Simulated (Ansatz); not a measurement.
# AlCu₃: zone-centre modes

Theory: DFT r2SCAN, scalar-relativistic, plane waves, PAW (Ansatz). Settings: plane waves to 500 eV, k-mesh 14×14×14 (Γ-centred), Gaussian smearing 0.15 eV. No spin polarisation.

The undisturbed cell (relaxed at this level; it needn't be the usual structure):

```
Al Cu
1.0
     3.64182    0.00000    0.00000
     0.00000    3.64182    0.00000
     0.00000    0.00000    3.64182
Al Cu
1 3
Direct
  0.00000 0.00000 0.00000
  0.50000 0.50000 0.00000
  0.50000 0.00000 0.50000
  0.00000 0.50000 0.50000
```

Harmonic modes by finite displacements of 0.02 Å, without the LO–TO term.

At this geometry, is the structure stable against these modes?

Yes: no mode is imaginary beyond 10 cm⁻¹, and only the three translations lie near zero.

List the wavenumbers in cm⁻¹.

0, 0, 0, 166, 166, 166, 200, 200, 200, 304, 304, 304.

Cost: 1 run of about 4.6 core-minutes, on Oxide Virtual Turin-like Processor (Zen 5) (shared hosts).